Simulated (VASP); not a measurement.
# Rb (Fm-3m) in VASP: further runs

The runs below take Rb through single point, with r2SCAN.

Everything below comes from runs of VASP 6.6.1. Logs are shortened: lines on timing, memory, paths and dates and some standing lists are left out, and cuts for length are marked.

### 1 The crystal as given

The structure is cubic, space group Fm-3m (No. 225). The conventional cell has a = 5.514 Å, b = 5.514 Å, c = 5.514 Å, α = 90.00°, β = 90.00°, γ = 90.00°. Rb (site symmetry m-3m) is surrounded by 12 Rb at 3.90 Å.

The cell was built by a generator and needn't be a form met in nature.

### 2 Single point, r2SCAN, non-collinear spin, zero start, spin-orbit coupling

File POSCAR:

```
Rb
1.0
    0.0000000000      2.7570120000      2.7570120000
    2.7570120000      0.0000000000      2.7570120000
    2.7570120000      2.7570120000      0.0000000000
Rb
1
Direct
    0.0000000000      0.0000000000      0.0000000000
```

File INCAR.step1:

```
ALGO = Normal
EDIFF = 1E-4
ENCUT = 520
GGA = PE
GGA_COMPAT = False
ISMEAR = -1
LASPH = True
LCHARG = False
LNONCOLLINEAR = True
LREAL = False
LSORBIT = True
LWAVE = True
MAGMOM = 0 0 0
NBANDS = 20
NELM = 150
PREC = Accurate
SIGMA = 0.1
```

File INCAR.step2:

```
ALGO = Normal
EDIFF = 1E-7
ENCUT = 520
GGA_COMPAT = False
ISIF = 2
ISMEAR = -1
ISTART = 1
LASPH = True
LCHARG = False
LMIXTAU = True
LNONCOLLINEAR = True
LORBIT = 11
LORBMOM = True
LREAL = False
LSORBIT = True
LWAVE = False
MAGMOM = 0 0 0
METAGGA = R2SCAN
NBANDS = 20
NELM = 150
PREC = Accurate
SIGMA = 0.1
```

File KPOINTS:

```
k-points
0
Gamma
  6 6 6
```

Potentials or basis: VASP PAW PBE potentials, release 64 (Rb_sv).

Started as:

```console
$ cat potpaw_PBE.64/Rb_sv/POTCAR > POTCAR
$ cp INCAR.step1 INCAR
$ mpirun -np 1 vasp_ncl > vasp.out
$ cp INCAR.step2 INCAR
$ mpirun -np 1 vasp_ncl > vasp.out
```

OUTCAR:

```text
EDIFF = 1E-7
   ENCUT = 520
   ISIF = 2
   ISMEAR = -1
   ISTART = 1
   LASPH = True
   LNONCOLLINEAR = True
   LORBIT = 11
   LREAL = False
   LSORBIT = True
   METAGGA = R2SCAN
   NELM = 150
   PREC = Accurate

 ion  position               nearest neighbor table
   1  0.000  0.000  0.000-

  LATTYP: Found a face centered cubic cell.
 ALAT       =     5.5140240000

  Lattice vectors:

 A1 = (   0.0000000000,   2.7570120000,   2.7570120000)
 A2 = (   2.7570120000,   0.0000000000,   2.7570120000)
 A3 = (   2.7570120000,   2.7570120000,   0.0000000000)

Analysis of symmetry for initial positions (statically):
=====================================================================
 Subroutine PRICEL returns:
 Original cell was already a primitive cell.

 Routine SETGRP: Setting up the symmetry group for a
 face centered cubic supercell.

 Subroutine GETGRP returns: Found 48 space group operations
 (whereof 48 operations were pure point group operations)
 out of a pool of 48 trial point group operations.

The static configuration has the point symmetry O_h .

Analysis of symmetry for dynamics (positions and initial velocities):
=====================================================================
 Subroutine PRICEL returns:
 Original cell was already a primitive cell.

 Routine SETGRP: Setting up the symmetry group for a
 face centered cubic supercell.

 Subroutine GETGRP returns: Found 48 space group operations
 (whereof 48 operations were pure point group operations)
 out of a pool of 48 trial point group operations.

The dynamic configuration has the point symmetry O_h .

Analysis of structural, dynamic, and magnetic symmetry:
=====================================================================
 Subroutine PRICEL returns:
 Original cell was already a primitive cell.

 Routine SETGRP: Setting up the symmetry group for a
 face centered cubic supercell.

 Subroutine GETGRP returns: Found 48 space group operations
 (whereof 48 operations were pure point group operations)
 out of a pool of 48 trial point group operations.

The overall configuration has the point symmetry O_h .

 Subroutine INISYM returns: Found 48 space group operations
 (whereof 48 operations are pure point group operations),
 and found     1 'primitive' translations

[... 134 lines left out ...]

 val. band max:        2.7821005209   @ k =   0.5000   0.3333   0.0000
 cond. band min:       2.9261426433   @ k =  -0.3333   0.1667   0.0000
 fundamental gap:      0.1440421224
 Fermi energy:         2.8768940744

 k-point     1 :       0.0000    0.0000    0.0000
  band No.  band energies     occupation
      1     -27.5248      1.00000
      2     -27.5248      1.00000
      3     -11.2320      1.00000
      4     -11.2320      1.00000
      5     -10.3341      1.00000
      6     -10.3341      1.00000
[... 357 lines left out ...]
     19      11.9702      0.00000
     20      11.9703      0.00000

------------------------ aborting loop because EDIFF is reached ----------------------------------------

  FORCE on cell =-STRESS in cart. coord.  units (eV):
  Direction    XX          YY          ZZ          XY          YZ          ZX
  --------------------------------------------------------------------------------------
  -------------------------------------------------------------------------------------
  Total        2.0182376      2.0182376      2.0182376      0.0000000     -0.0000000      0.0000000
  in kB       77.1501735     77.1501735     77.1501735      0.0000000     -0.0000000      0.0000000
  external PRESSURE =      77.1501735 kB  Pullay stress =       0.0000000 kB

 VOLUME and BASIS-vectors are now :
 -----------------------------------------------------------------------------
  energy-cutoff  :      520.00
  volume of cell :       41.91
      direct lattice vectors                 reciprocal lattice vectors
     0.000000000  2.757012000  2.757012000    -0.181355758  0.181355758  0.181355758
     2.757012000  0.000000000  2.757012000     0.181355758 -0.181355758  0.181355758
     2.757012000  2.757012000  0.000000000     0.181355758  0.181355758 -0.181355758

 POSITION                                       TOTAL-FORCE (eV/Angst)
 -----------------------------------------------------------------------------------
      0.00000      0.00000      0.00000         0.000000     -0.000000      0.000000
 -----------------------------------------------------------------------------------
    total drift:                                0.000000      0.000000      0.000000

  FREE ENERGIE OF THE ION-ELECTRON SYSTEM (eV)
  ---------------------------------------------------
  free  energy   TOTEN  =       -13.1610369343 eV

  energy  without entropy=      -13.1081158775  energy(sigma->0) =      -13.13457641

 orbital moment (x)

 # of ion     p       d       tot
 ----------------------------------------
  1         0.000  -0.000  -0.000
 ----------------------------------------
            0.000  -0.000  -0.000

 orbital moment (y)

 # of ion     p       d       tot
 ----------------------------------------
  1         0.000  -0.000  -0.000
 ----------------------------------------
            0.000  -0.000  -0.000

 orbital moment (z)

 # of ion     p       d       tot
 ----------------------------------------
  1         0.000   0.000   0.000
 ----------------------------------------
            0.000   0.000   0.000

 Spin-Orbit-Coupling matrix elements

 Ion:    1  E_soc:     -0.0509986
 l=   1
     0.0000000    -0.0084993    -0.0084993
    -0.0084993     0.0000000    -0.0084993
    -0.0084993    -0.0084993     0.0000000
 l=   2
     0.0000000     0.0000004     0.0000000     0.0000004    -0.0000009
     0.0000004     0.0000000    -0.0000007     0.0000004    -0.0000002
     0.0000000    -0.0000007     0.0000000    -0.0000007     0.0000000
     0.0000004     0.0000004    -0.0000007     0.0000000    -0.0000002
    -0.0000009    -0.0000002     0.0000000    -0.0000002     0.0000000
 l=   3
     0.0000000     0.0000000     0.0000000     0.0000000     0.0000000     0.0000000     0.0000000
     0.0000000     0.0000000     0.0000000     0.0000000     0.0000000     0.0000000     0.0000000
     0.0000000     0.0000000     0.0000000     0.0000000     0.0000000     0.0000000     0.0000000
     0.0000000     0.0000000     0.0000000     0.0000000     0.0000000     0.0000000     0.0000000
     0.0000000     0.0000000     0.0000000     0.0000000     0.0000000     0.0000000     0.0000000
     0.0000000     0.0000000     0.0000000     0.0000000     0.0000000     0.0000000     0.0000000
     0.0000000     0.0000000     0.0000000     0.0000000     0.0000000     0.0000000     0.0000000

 total charge

# of ion       s       p       d       tot
------------------------------------------
    1        1.993   5.342   0.053   7.388

 magnetization (x)

# of ion       s       p       d       tot
------------------------------------------
    1        0.000   0.000   0.000   0.000

 magnetization (y)

# of ion       s       p       d       tot
------------------------------------------
    1        0.000  -0.000   0.000  -0.000

 magnetization (z)

# of ion       s       p       d       tot
------------------------------------------
    1        0.000   0.000  -0.000   0.000
```

OUTCAR.step1:

```text
EDIFF = 1E-4
   ENCUT = 520
   GGA = PE
   ISMEAR = -1
   LASPH = True
   LNONCOLLINEAR = True
   LREAL = False
[... 618 lines left out ...]
 l=   3
     0.0000000     0.0000000     0.0000000     0.0000000     0.0000000     0.0000000     0.0000000
     0.0000000     0.0000000     0.0000000     0.0000000     0.0000000     0.0000000     0.0000000
     0.0000000     0.0000000     0.0000000     0.0000000     0.0000000     0.0000000     0.0000000
     0.0000000     0.0000000     0.0000000     0.0000000     0.0000000     0.0000000     0.0000000
     0.0000000     0.0000000     0.0000000     0.0000000     0.0000000     0.0000000     0.0000000
     0.0000000     0.0000000     0.0000000     0.0000000     0.0000000     0.0000000     0.0000000
     0.0000000     0.0000000     0.0000000     0.0000000     0.0000000     0.0000000     0.0000000

=======================================================================
```

OSZICAR.step1:

```text
N       E                     dE             d eps       ncg     rms          rms(c)
DAV:   1     0.434790791997E+02    0.43479E+02   -0.39328E+03   640   0.785E+02
DAV:   2     0.293412879937E+01   -0.40545E+02   -0.38789E+02   840   0.163E+02
DAV:   3    -0.133758933248E+00   -0.30679E+01   -0.30074E+01   952   0.368E+01
DAV:   4    -0.248297552286E+00   -0.11454E+00   -0.11400E+00   876   0.494E+00
DAV:   5    -0.249721607717E+00   -0.14241E-02   -0.14233E-02   824   0.517E-01    0.351E+00
DAV:   6    -0.239823481027E+00    0.98981E-02   -0.11546E-02   776   0.749E-01    0.221E+00
DAV:   7    -0.238452234693E+00    0.13712E-02   -0.92916E-03   988   0.595E-01    0.129E+00
DAV:   8    -0.239138389871E+00   -0.68616E-03   -0.19435E-03   844   0.339E-01    0.184E-01
DAV:   9    -0.239053291026E+00    0.85099E-04   -0.52346E-04   736   0.187E-01
   1 F= -.23905329E+00 E0= -.21119079E+00  d E =-.557250E-01  mag=    -0.0000     0.0000    -0.0000
```

Wall time 2.8 min (1 thread of Intel Xeon 6975P-C (Granite Rapids), shared host); peak memory 0.32 GiB.

Results:

```yaml
Free_energy: -13.1610 eV
Pressure: 7.7 GPa
Net_moment: 0.00 μB per cell
Valence_electrons_inside_the_program's_atomic_spheres: Rb 7.39
```

Moments on the atoms (μB; x, y, z):
```
Rb  0.00 0.00 0.00
```

Caveat: the PAW data sets were made with another functional, which shifts forces and pressure a little.

### 3 Single point, r2SCAN

POSCAR is that of step 2.

File INCAR.step1:

```
SYSTEM = Rb
PREC     = Accurate       ! precision mode
ENCUT    = 520            ! plane-wave cutoff, eV
ISMEAR   = -1             ! smearing method
SIGMA    = 0.1            ! smearing width, eV
LREAL    = .FALSE.        ! projectors in reciprocal space
LASPH    = .TRUE.         ! aspherical terms in the spheres
NELM     = 100            ! most SCF steps
ISYM     = 0            
NBANDS   = 10             ! bands
GGA      = PE             ! functional
ALGO     = Normal         ! electronic algorithm
EDIFF    = 1E-4           ! SCF threshold, eV
LWAVE    = .TRUE.         ! write WAVECAR
LCHARG   = .FALSE.        ! write CHGCAR
```

File INCAR.step2:

```
SYSTEM = Rb
PREC     = Accurate       ! precision mode
ENCUT    = 520            ! plane-wave cutoff, eV
EDIFF    = 1E-7           ! SCF threshold, eV
ISMEAR   = -1             ! smearing method
SIGMA    = 0.1            ! smearing width, eV
LREAL    = .FALSE.        ! projectors in reciprocal space
LASPH    = .TRUE.         ! aspherical terms in the spheres
NELM     = 100            ! most SCF steps
ALGO     = Normal         ! electronic algorithm
ISIF     = 2              ! what is computed and relaxed
LWAVE    = .FALSE.        ! write WAVECAR
LCHARG   = .FALSE.        ! write CHGCAR
METAGGA  = R2SCAN         ! meta-GGA
LMIXTAU  = .TRUE.       
ISYM     = 0            
NBANDS   = 10             ! bands
ISTART   = 1
```

File KPOINTS:

```
Automatic mesh
0
Gamma
  6 6 6
  0.5 0.5 0.5
```

Potentials or basis: VASP PAW PBE potentials, release 64 (Rb_sv).

Started as:

```console
$ cat potpaw_PBE.64/Rb_sv/POTCAR > POTCAR
$ cp INCAR.step1 INCAR
$ mpirun -np 1 vasp_std > vasp.out
$ cp INCAR.step2 INCAR
$ mpirun -np 1 vasp_std > vasp.out
```

It took 6.2 min on 1 thread of Intel Xeon 6975P-C (Granite Rapids), shared host; peak memory 0.3 GiB.

It converged, with:

| Item | Value |
| --- | --- |
| Free energy | -13.1517 eV |
| Pressure | 8.0 GPa |
| Band gap on the k mesh | none (metal or under the smearing width) |

Levels at points of the mesh, in eV from the Fermi level:
```tsv
k point	band 2	band 3	band 4	band 5	band 6	band 7
(0.08, 0.08, 0.08)	-13.53	-13.46	-13.46	-2.81	3.92	4.32
```

Caveat: the PAW data sets were made with another functional, which shifts forces and pressure a little.

### 4 Single point, r2SCAN

POSCAR is that of step 3.

File INCAR.step1:

```
  PREC = Accurate
  ENCUT = 520
  ISMEAR = -5
  SIGMA = 0.1
  LREAL = False
  LASPH = True
  NELM = 80
  NBANDS = 10
  GGA = PE
  ALGO = Normal
  EDIFF = 1E-4
  LWAVE = True
  LCHARG = False
```

File INCAR.step2:

```
  PREC = Accurate
  ENCUT = 520
  EDIFF = 1E-7
  ISMEAR = -5
  SIGMA = 0.1
  LREAL = False
  LASPH = True
  NELM = 80
  ALGO = Normal
  ISIF = 2
  LWAVE = False
  LCHARG = False
  METAGGA = R2SCAN
  LMIXTAU = True
  NBANDS = 10
  ISTART = 1
```

File KPOINTS:

```
Automatic mesh
0
Gamma
  6 6 6
```

Started as:

```console
$ cat potpaw_PBE.64/Rb_sv/POTCAR > POTCAR
$ cp INCAR.step1 INCAR
$ mpirun -np 1 vasp_std > vasp.out
$ cp INCAR.step2 INCAR
$ mpirun -np 1 vasp_std > vasp.out
```

Wall time 28 s (1 thread of Intel Xeon 6975P-C (Granite Rapids), shared host); peak memory 0.16 GiB.

It converged, with:

```
Free energy            : -13.1353 eV
Pressure               : 8.2 GPa
Band gap on the k mesh : none (metal or under the smearing width)
```

Levels at points of the mesh, in eV from the Fermi level:
```
           k point  band 3  band 4  band 5  band 6  band 7  band 8
(0.00, 0.00, 0.00)  -13.47  -13.47   -3.02    4.21    4.21    4.21
(0.50, 0.00, 0.00)  -13.59  -13.59   -0.13    1.91    3.83    3.83
(0.50, 0.50, 0.00)  -13.81  -13.81   -0.48    1.12    3.72    8.38
```

Caveat: the PAW data sets were made with another functional, which shifts forces and pressure a little; tetrahedron occupations give inexact forces and stress in metals.

### 5 The runs side by side

```tsv
spin	k mesh	smearing	gap on the mesh (eV)	pressure (GPa)
non-collinear, zero start, SOC	6 × 6 × 6	fermi-dirac 0.1 eV	-	7.7
off	6 × 6 × 6, shifted	fermi-dirac 0.1 eV	none	8.0
off	6 × 6 × 6	tetrahedron	none	8.2
```

Alike in all rows: task single point; level r2SCAN; potentials or basis VASP PAW PBE potentials, release 64 (Rb_sv); cell as given; cutoff (eV) 520.

Caveats: the PAW data sets were made with another functional, which shifts forces and pressure a little; tetrahedron occupations give inexact forces and stress in metals (some runs).

Absolute energies hang on the potentials; compare differences alone.
